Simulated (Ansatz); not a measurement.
# BaO: H interstitial

Method: DFT PBE, scalar-relativistic, plane waves, PAW (Ansatz). Settings: 420 eV cutoff, 2×2×2 k-mesh, shifted by half a step, Gaussian smearing of 0.01 eV, collinear spin.

Host crystal, relaxed:

```cif
data_structure
_symmetry_space_group_name_H-M 'P 1'
_symmetry_Int_Tables_number 1
_cell_length_a 3.9414
_cell_length_b 3.9414
_cell_length_c 3.9414
_cell_angle_alpha 60.000
_cell_angle_beta 60.000
_cell_angle_gamma 60.000
_cell_volume 43.30
loop_
_atom_site_label
_atom_site_type_symbol
_atom_site_fract_x
_atom_site_fract_y
_atom_site_fract_z
_atom_site_occupancy
Ba1 Ba 0.00000 0.00000 0.00000 1
O1 O 0.50000 0.50000 0.50000 1
```

Supercell of 32 atoms, rows in host cell vectors: -1 -1 3; -1 -1 -1; 3 -1 -1. Atoms relax at the host's cell, keeping the symmetry that the supercell leaves at the site. The cell is small, so energies carry finite-size errors of tenths of an eV. The host's Kohn–Sham gap is 2.10 eV. Atoms are taken from and returned to the elements' standard states.

Spin-orbit coupling is left out, which matters for the bands and energies of heavy elements.

Defect: H interstitial at (0.250, 0.250, 0.250) of the host cell.

(1) What is the formation energy of the neutral defect?

(2) Does the neutral defect carry a moment, and how do its surroundings relax?

Answers

(1) 2.16 eV.

(2) It changes the cell's moment by 1.00 μB. The nearest neighbours before are 4 Ba at 2.41 Å, 4 O at 2.41 Å; after relaxation the atoms near the site are 4 Ba at 2.46 Å, 4 O at 2.50 Å; the largest move is 0.08 Å.